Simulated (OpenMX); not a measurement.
**MgO under changes of volume**

One of the cells (9.221 Å³/atom); the others are scaled copies at fixed shape and fractional positions:

```
Mg O
1.0
     0.00000    2.09700    2.09700
     2.09700    0.00000    2.09700
     2.09700    2.09700    0.00000
Mg O
1 1
Direct
  0.00000 0.00000 0.00000
  0.50000 0.50000 0.50000
```

The cell is a database's computed one.

| Quantity | Value |
| --- | --- |
| Program | OpenMX 3.8.5 |
| Functional | LDA |
| Potentials or basis | OpenMX 2013 LDA set, Mg7.0-s3p2d1, O6.0-s2p2d1, fixed grid of 32 × 32 × 32 points |
| k mesh | 11 × 11 × 11 |
| Occupations | fermi-dirac, width 0.05 eV |
| Spin | no spin polarisation |

```csv
volume (Å³/atom),energy over the lowest point (meV/atom),gap on the mesh (eV)
8.668,14.04,5.66
8.853,5.42,5.44
9.037,?,?
9.221,0.00,5.02
9.406,2.85,4.82
9.590,8.60,4.63
9.775,17.34,4.45
```

**Question.** What does the run at 9.037 Å³/atom give?

**Answer.** Energy over the lowest point 0.72 meV/atom; gap on the mesh 5.23 eV.

Worked out: A Birch-Murnaghan fit of order 3 (a polynomial in V^(-2/3)) to the other rows has its minimum at 9.17 Å³/atom with B0 = V·E''(V) = 153 GPa and B' = 3.5. It gives 0.85 meV/atom at 9.037 Å³/atom, against the run's 0.72. A straight line through the other rows of the gap, of slope -10.1 eV per unit of ln V (its deformation potential), gives 5.23 eV, against the run's 5.23.

Energies are extrapolated to zero smearing.

Caveats: the basis of atomic orbitals isn't converged, which shifts pressures, moduli and gaps.
